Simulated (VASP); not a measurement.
# CaSe in VASP: one cell, several levels of theory, part 2 of 2

VASP 6.6.1, plane waves, PAW. Earlier steps stand in the parts before.

## 3. Single point with r2SCAN

The COD entry's cell or inner coordinates are ideal or old and differ from later refinements, so a difference from it is no clean test against experiment.

INCAR

```
ENCUT = 520.000000
SIGMA = 0.010000
EDIFF = 1.00e-07
ALGO = Normal
METAGGA = R2SCAN
PREC = Accurate
IBRION = -1
ISIF = 2
ISMEAR = 0
NBANDS = 15
NELM = 120
NSW = 0
LASPH = .TRUE.
LCHARG = .TRUE.
LELF = .TRUE.
LWAVE = .FALSE.
LREAL = .FALSE.
```

KPOINTS

```
KPOINTS created by Atomic Simulation Environment
0
Gamma
8 8 8
0 0 0
```

KPOINTS_OPT

```
special points
7
Reciprocal
0.0000000000 0.0000000000 0.0000000000 1
0.5000000000 0.0000000000 0.5000000000 1
0.6250000000 0.2500000000 0.6250000000 1
0.3750000000 0.3750000000 0.7500000000 1
0.5000000000 0.5000000000 0.5000000000 1
0.5000000000 0.2500000000 0.7500000000 1
0.5000000000 0.5000000000 0.0000000000 1
```

POSCAR

```
Ca Se
 1.0000000000000000
     0.0000000000000000    3.0829675417000000    2.9675306013000000
     3.0829675417000000    0.0000000000000000    2.9675306013000000
     3.0829675417000000    3.0829675417000000    0.0000000000000000
 Ca  Se
   1   1
Cartesian
  0.0000000000000000  0.0000000000000000  0.0000000000000000
  3.0829675416999995  3.0829675416999995  2.9675306013000000
```

The run is started by

```console
$ mpirun -np 1 vasp_std
```

Printed to the terminal (iteration lines stand in OSZICAR):

```text
POSCAR found type information on POSCAR CaSe
 POSCAR found :  2 types and       2 ions
 -----------------------------------------------------------------------------
|                                                                             |
|                                                                             |
|     You enforced a specific xc type in the INCAR file but a different       |
|     I HOPE YOU KNOW WHAT YOU ARE DOING!                                     |
|                                                                             |
 -----------------------------------------------------------------------------

 LDA part: xc-table for (None), standard interpolation
 POSCAR, INCAR and KPOINTS ok, starting setup
 FFT: planning ... GRIDC
 FFT: planning ... GRID_SOFT
 FFT: planning ... GRID
 WAVECAR not read
 entering main loop
 Start KPOINTS_OPT (optional k-point list driver)
k-point batch [1-7\7]
```

OSZICAR:

```text
N       E                     dE             d eps       ncg     rms          rms(c)
DAV:   1     0.896322346573E+02    0.89632E+02   -0.75806E+03  1770   0.100E+03
DAV:   2    -0.238065397749E+02   -0.11344E+03   -0.10789E+03  2190   0.248E+02
DAV:   3    -0.286342579720E+02   -0.48277E+01   -0.47727E+01  2548   0.482E+01
DAV:   4    -0.288688054119E+02   -0.23455E+00   -0.23428E+00  2362   0.899E+00
DAV:   5    -0.288712970430E+02   -0.24916E-02   -0.24915E-02  2407   0.860E-01    0.405E+00
DAV:   6    -0.259108250366E+02    0.29605E+01   -0.15032E+00  2518   0.102E+01    0.300E+00
DAV:   7    -0.259325357406E+02   -0.21711E-01   -0.39588E-01  2162   0.361E+00    0.750E-01
DAV:   8    -0.259241833083E+02    0.83524E-02   -0.32127E-02  2022   0.104E+00    0.585E-01
DAV:   9    -0.259264686252E+02   -0.22853E-02   -0.42063E-03  1875   0.686E-01    0.184E-01
DAV:  10    -0.259264957630E+02   -0.27138E-04   -0.10414E-04  2437   0.775E-02    0.992E-02
DAV:  11    -0.259265242675E+02   -0.28505E-04   -0.10087E-04  2735   0.858E-02    0.250E-02
DAV:  12    -0.259265262978E+02   -0.20303E-05   -0.19852E-06  2216   0.132E-02    0.169E-02
DAV:  13    -0.259265302633E+02   -0.39655E-05   -0.38959E-06  2113   0.183E-02    0.125E-03
DAV:  14    -0.259265304121E+02   -0.14881E-06   -0.14090E-07  1984   0.304E-03    0.119E-03
DAV:  15    -0.259265304172E+02   -0.51211E-08   -0.11725E-08  1004   0.970E-04
   1 F= -.25926530E+02 E0= -.25926530E+02  d E =-.356541E-12
       N       E                     dE             ncg
DAV:   1     0.167482527499E+04   -0.38599E+04      210
DAV:   2     0.890735148324E+03   -0.78409E+03      280
DAV:   3     0.863166307846E+03   -0.27569E+02      266
DAV:   4     0.861982928838E+03   -0.11834E+01      323
DAV:   5     0.861978253742E+03   -0.46751E-02      266
DAV:   6     0.861978167381E+03   -0.86360E-04      307
DAV:   7     0.861978166433E+03   -0.94805E-06      288
DAV:   8     0.861978166418E+03   -0.15425E-07      219
```

Parts of OUTCAR:

```text
k-points           NKPTS =     59   k-points in BZ     NKDIM =     59   number of bands    NBANDS=     15

   NELECT =      16.0000    total number of electrons

   dimension x,y,z NGX =    32 NGY =   32 NGZ =   32
   dimension x,y,z NGXF=    64 NGYF=   64 NGZF=   64

  energy-cutoff  :      520.00
  volume of cell :       56.41
      direct lattice vectors                 reciprocal lattice vectors
     0.000000000  3.082967542  2.967530601    -0.162181403  0.162181403  0.168490259
     3.082967542  0.000000000  2.967530601     0.162181403 -0.162181403  0.168490259
     3.082967542  3.082967542  0.000000000     0.162181403  0.162181403 -0.168490259

 k-points in reciprocal lattice and weights: KPOINTS created by Atomic Simulation Env
   0.00000000  0.00000000  0.00000000       0.002
   0.12500000 -0.00000000  0.00000000       0.016
   0.25000000 -0.00000000  0.00000000       0.016
   0.37500000  0.00000000  0.00000000       0.016
   0.50000000 -0.00000000  0.00000000       0.008
   0.12500000  0.12500000  0.00000000       0.004
   0.25000000  0.12500000  0.00000000       0.016
   0.37500000  0.12500000  0.00000000       0.016
[... 51 more k-points ...]

 E-fermi :   1.6603

 k-point     1 :       0.0000    0.0000    0.0000
  band No.  band energies     occupation
      1     -39.9577      2.00000
      2     -20.0586      2.00000
      3     -20.0586      2.00000
      4     -20.0430      2.00000
      5     -10.2929      2.00000
      6       1.6131      2.00000
      7       1.6180      2.00000
      8       1.6180      2.00000
      9       5.2232      0.00000
     10       5.7820      0.00000
     11       5.7820      0.00000
     12       6.0088      0.00000
     13       6.3168      0.00000
     14       6.4923      0.00000
     15      11.9427      0.00000

 k-point     2 :       0.1250   -0.0000    0.0000
  band No.  band energies     occupation
      1     -39.9571      2.00000
      2     -20.0671      2.00000
      3     -20.0597      2.00000
      4     -20.0463      2.00000
      5     -10.2154      2.00000
      6       0.9503      2.00000
      7       1.4218      2.00000
      8       1.4225      2.00000
      9       5.6427      0.00000
     10       5.9903      0.00000
     11       6.0806      0.00000
     12       6.2443      0.00000
     13       6.6600      0.00000
     14       6.8801      0.00000
     15      11.9282      0.00000

 k-point     3 :       0.2500   -0.0000    0.0000
  band No.  band energies     occupation
      1     -39.9557      2.00000
      2     -20.0926      2.00000
      3     -20.0624      2.00000
      4     -20.0492      2.00000
      5     -10.0197      2.00000
      6      -0.1722      2.00000
      7       1.0293      2.00000
      8       1.0344      2.00000
      9       5.8249      0.00000
     10       6.4948      0.00000
     11       6.5699      0.00000
     12       7.4072      0.00000
     13       7.5301      0.00000
     14       7.8698      0.00000
     15      11.2439      0.00000

 k-point     4 :       0.3750    0.0000    0.0000
  band No.  band energies     occupation
      1     -39.9542      2.00000
      2     -20.1191      2.00000
      3     -20.0651      2.00000
      4     -20.0507      2.00000
      5      -9.8097      2.00000
      6      -1.0301      2.00000
      7       0.7090      2.00000
      8       0.7151      2.00000
      9       6.1830      0.00000
     10       7.1509      0.00000
     11       7.1542      0.00000
     12       7.8805      0.00000
     13       8.5018      0.00000
     14       8.7407      0.00000
     15      10.7190      0.00000

 k-point     5 :       0.5000   -0.0000    0.0000
  band No.  band energies     occupation
      1     -39.9536      2.00000
      2     -20.1300      2.00000
      3     -20.0662      2.00000
      4     -20.0512      2.00000
      5      -9.7177      2.00000
      6      -1.3470      2.00000
      7       0.5907      2.00000
      8       0.5967      2.00000
      9       6.5673      0.00000
     10       7.4312      0.00000
     11       7.5032      0.00000
     12       7.5460      0.00000
     13       9.1226      0.00000
     14       9.3844      0.00000
     15       9.8523      0.00000

 k-point     6 :       0.1250    0.1250    0.0000
  band No.  band energies     occupation
      1     -39.9568      2.00000
      2     -20.0623      2.00000
      3     -20.0622      2.00000
      4     -20.0546      2.00000
      5     -10.1809      2.00000
      6       0.7259      2.00000
      7       1.3904      2.00000
      8       1.3904      2.00000
      9       5.6634      0.00000
     10       5.6643      0.00000
     11       6.3322      0.00000
     12       6.3322      0.00000
     13       6.4235      0.00000
     14       7.7207      0.00000
     15      12.0518      0.00000

 k-point     7 :       0.2500    0.1250    0.0000
  band No.  band energies     occupation
      1     -39.9556      2.00000
      2     -20.0824      2.00000
      3     -20.0660      2.00000
      4     -20.0560      2.00000
      5     -10.0286      2.00000
      6      -0.0510      2.00000
      7       1.0376      2.00000
      8       1.1041      2.00000
      9       5.5557      0.00000
     10       6.2306      0.00000
     11       6.6621      0.00000
     12       6.9792      0.00000
     13       7.0596      0.00000
     14       8.8853      0.00000
     15      11.5641      0.00000

 k-point     8 :       0.3750    0.1250    0.0000
  band No.  band energies     occupation
      1     -39.9542      2.00000
      2     -20.1091      2.00000
      3     -20.0687      2.00000
      4     -20.0562      2.00000
      5      -9.8384      2.00000
      6      -0.7934      2.00000
      7       0.6416      2.00000
      8       0.7855      2.00000
      9       5.7940      0.00000
     10       7.0400      0.00000
     11       7.2529      0.00000
     12       7.6790      0.00000
     13       7.7924      0.00000
     14       9.3318      0.00000
     15      10.7344      0.00000

 k-point     9 :       0.5000    0.1250    0.0000
  band No.  band energies     occupation
      1     -39.9533      2.00000
      2     -20.1240      2.00000
      3     -20.0688      2.00000
      4     -20.0577      2.00000
      5      -9.7246      2.00000
      6      -1.1789      2.00000
      7       0.4443      2.00000
      8       0.6013      2.00000
      9       6.3319      0.00000
     10       7.4020      0.00000
     11       7.5952      0.00000
     12       7.7089      0.00000
     13       8.4819      0.00000
     14       9.3037      0.00000
     15      10.1396      0.00000

 k-point    10 :      -0.3750    0.1250    0.0000
  band No.  band energies     occupation
      1     -39.9536      2.00000
      2     -20.1200      2.00000
      3     -20.0662      2.00000
      4     -20.0585      2.00000
      5      -9.7647      2.00000
      6      -1.0567      2.00000
      7       0.5001      2.00000
      8       0.6205      2.00000
      9       6.4479      0.00000
     10       7.1567      0.00000
     11       7.3711      0.00000
     12       7.8823      0.00000
     13       8.2994      0.00000
     14       9.0961      0.00000
     15      10.5447      0.00000

 k-point    11 :      -0.2500    0.1250    0.0000
  band No.  band energies     occupation
      1     -39.9548      2.00000
      2     -20.1010      2.00000
      3     -20.0625      2.00000
      4     -20.0563      2.00000
      5      -9.9307      2.00000
      6      -0.4748      2.00000
      7       0.7872      2.00000
      8       0.8374      2.00000
      9       6.0975      0.00000
     10       6.5327      0.00000
     11       7.1888      0.00000
     12       7.2696      0.00000
     13       8.0279      0.00000
     14       8.4411      0.00000
     15      11.0684      0.00000

 k-point    12 :      -0.1250    0.1250    0.0000
  band No.  band energies     occupation
      1     -39.9563      2.00000
      2     -20.0801      2.00000
      3     -20.0598      2.00000
      4     -20.0502      2.00000
      5     -10.1153      2.00000
      6       0.3318      2.00000
      7       1.1675      2.00000
      8       1.1946      2.00000
      9       5.9420      0.00000
     10       6.0869      0.00000
     11       6.3706      0.00000
     12       6.6925      0.00000
     13       7.3255      0.00000
     14       7.4187      0.00000
     15      11.9078      0.00000

[... the tables of k-points 13 to 59 left out ...]

  Total       -1.4011488     -1.4011488     -0.4389045      0.0000000      0.0000000      0.0000000
  in kB      -39.7952965    -39.7952965    -12.4657240      0.0000000      0.0000000      0.0000000
  external PRESSURE =     -30.6854390 kB  Pullay stress =       0.0000000 kB

 POSITION                                       TOTAL-FORCE (eV/Angst)
 -----------------------------------------------------------------------------------
      0.00000      0.00000      0.00000        -0.000000      0.000000      0.000000
      3.08297      3.08297      2.96753         0.000000     -0.000000     -0.000000
 -----------------------------------------------------------------------------------
    total drift:                                0.000000     -0.000000     -0.000000

  FREE ENERGIE OF THE ION-ELECTRON SYSTEM (eV)
  ---------------------------------------------------
  free  energy   TOTEN  =       -25.9265304172 eV

  energy  without entropy=      -25.9265304172  energy(sigma->0) =      -25.92653042
```

Hardware: 1 MPI rank of Intel Xeon Platinum 8488C, shared host.

The levels at the points of KPOINTS_OPT are read from vasprun.xml.

Band energies at the special points (eV, zero at the top of v, the last band that the electrons fill by count):

```tsv
point	v−1	v	c	c+1
Γ	0.00	0.00	3.61	4.16
X	-0.87	-0.78	2.69	5.30
U	-1.84	-0.97	3.84	5.99
K	-1.83	-1.04	3.77	5.99
L	-1.03	-1.02	4.95	5.81
W	-1.75	-1.43	4.77	4.77
```

The r2SCAN gap is 2.66 eV and indirect (Γ to (0.50, 0.50, 0.00)), with 3.46 eV as the least direct one. The pressure is -3.07 GPa; the forces vanish within 0.01 eV/Å.

## 4. Summary

What follows sums up all 2 parts.

| level | gap (eV) | pressure (GPa) | Ansatz: gap (eV) | Ansatz: pressure (GPa) |
| --- | --- | --- | --- | --- |
| PBE | 2.19 | -2.44 | 2.20 | -2.56 |
| r2SCAN | 2.66 | -3.07 | 2.66 | -3.24 |

**Reading.** The gap runs from 2.19 eV (PBE) to 2.66 eV (r2SCAN). The pressure is highest with PBE (-2.4 GPa) and lowest with r2SCAN (-3.1 GPa), which orders the cells that they would relax to. The two programs agree on the gap within 0.02 eV, far less than the spread between functionals. The two codes have different PAW datasets and cutoffs. VASP's cell holds 16 valence electrons and Ansatz's 26.
